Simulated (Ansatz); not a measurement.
Fe2Co3 (R-3m) at 2 levels of theory

One geometry, relaxed with PBE; plane waves with PAW potentials in Ansatz, scalar-relativistic. Collinear spin, ending at 10.5 μB a primitive cell. Gaps are the least over mesh and band path; pressure is positive in compression.

```
Fe Co
1.0
     2.00669    1.15856    4.07546
    -2.00669    1.15856    4.07546
     0.00000   -2.31713    4.07546
Fe Co
2 3
Direct
  0.70039 0.70039 0.70039
  0.29961 0.29961 0.29961
  0.89898 0.89898 0.89898
  0.50000 0.50000 0.50000
  0.10102 0.10102 0.10102
```

```
level  cutoff (eV)    k mesh  gap (eV)  pressure (GPa)  largest moment (μB)
  PBE          420  12×12×12         0             0.0                 2.61
```

**Question.** What comes out on the same cell with r2SCAN?

**Answer.**
```csv
level,cutoff (eV),k mesh,gap (eV),pressure (GPa),largest moment (μB)
r2SCAN,500,12×12×12,0,-1.5,2.88
```

The state reached may not be the lowest one.

The structure comes from a generated guess; another structure or a mixture of phases may lie lower.
